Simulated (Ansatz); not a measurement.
The system is Sn.

```
Sn
1.0
    -1.66644    1.70779    2.18280
     1.79387   -1.85892    2.39165
     1.69371    1.88544   -2.29756
Sn
1
Direct
  0.00000 0.00000 0.00000
```

This isn't the form of Sn at room conditions, which is tetragonal (white tin).

The cell isn't the ideal one: cell sheared at random, sigma 0.06, atoms nudged by 0.01 Å.

| Property | Result |
| --- | --- |
| Program | Ansatz 0.2.0 |
| Task | relaxation of cell and atoms |
| Functional | HF |
| Potentials or basis | Ansatz PAW |
| Cutoff | 420 eV (not typed: the program's choice for these potentials) |
| k mesh | 5 × 5 × 5 |
| Occupations | fermi-dirac, width 0.05 eV |
| Spin | no spin polarisation |

At the start: volume 28.61 Å³/atom.

Where does the relaxation end?

It ends after 5 steps and the volume is 29.78 Å³/atom (+4.1 %); space group Immm (No. 71, to 0.05 Å).

The path:
```
step  energy change (eV)  largest force (eV/Å)  volume (Å³)
   1              0.0000                0.0000        28.61
   2             -0.0326                0.0000        29.93
   3             -0.0344                0.0000        29.82
   4             -0.0344                0.0000        29.78
   5             -0.0350                0.0000        29.78
```

Final structure:
```cif
data_structure
_symmetry_space_group_name_H-M 'P 1'
_symmetry_Int_Tables_number 1
_cell_length_a 3.2571
_cell_length_b 3.5359
_cell_length_c 3.5252
_cell_angle_alpha 119.918
_cell_angle_beta 117.312
_cell_angle_gamma 90.343
_cell_volume 29.78
loop_
_atom_site_label
_atom_site_type_symbol
_atom_site_fract_x
_atom_site_fract_y
_atom_site_fract_z
_atom_site_occupancy
Sn1 Sn 0.00000 0.00000 0.00000 1
```

Caveat: the k mesh is coarse (spacing up to 0.50 Å⁻¹), so the values aren't converged, least of all with exact exchange; the plane-wave basis is chosen anew once the cell has moved, so the energies of steps on either side of that aren't comparable; the PAW data sets come from PBE, with cores solved anew for the run's functional, which leaves a small shift of forces and pressure.
